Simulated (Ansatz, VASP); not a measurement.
# TiO2 in VASP and in Ansatz

```
Ti O
1.0
     4.59984    0.00000    0.00000
     0.00000    4.59984    0.00000
     0.00000    0.00000    2.95921
Ti O
2 4
Direct
  0.00000 0.00000 0.50000
  0.50000 0.50000 0.00000
  0.30432 0.30432 0.50000
  0.19568 0.80432 0.00000
  0.80432 0.19568 0.00000
  0.69568 0.69568 0.50000
```

The cell is a database's computed one.

Alike in both runs: task relaxation of cell and atoms; functional RPBE; dispersion D4; k mesh 6 × 6 × 9; occupations fermi-dirac, width 0.05 eV; no spin polarisation.

```csv
,VASP,Ansatz
version,VASP 6.6.1,Ansatz 0.2.0
potentials or method,"VASP PAW PBE potentials, release 64 (Ti_sv, O)",Ansatz PAW
plane-wave cutoff (eV),600,420
valence electrons in the cell,48,48
```

VASP gave:

| Quantity | Value |
| --- | --- |
| relaxed volume (Å³/atom) | 10.42 |
| relaxed cell length with the largest relative difference (Å) | 2.960 |

Which values does Ansatz return?

Relaxed volume (Å³/atom): 10.40; relaxed cell length with the largest relative difference (Å): 2.957.

Caveats: the PAW data sets were made with another functional, which shifts forces and pressure a little (VASP); the plane-wave basis is chosen anew once the cell has moved, so the energies of steps on either side of that aren't comparable (Ansatz); the pressure holds a Pulay correction of +0.6 GPa for the finite cutoff (Ansatz); the PAW data sets come from PBE, with cores solved anew for the run's functional, which leaves a small shift of forces and pressure (Ansatz). A k mesh can miss the band edges.
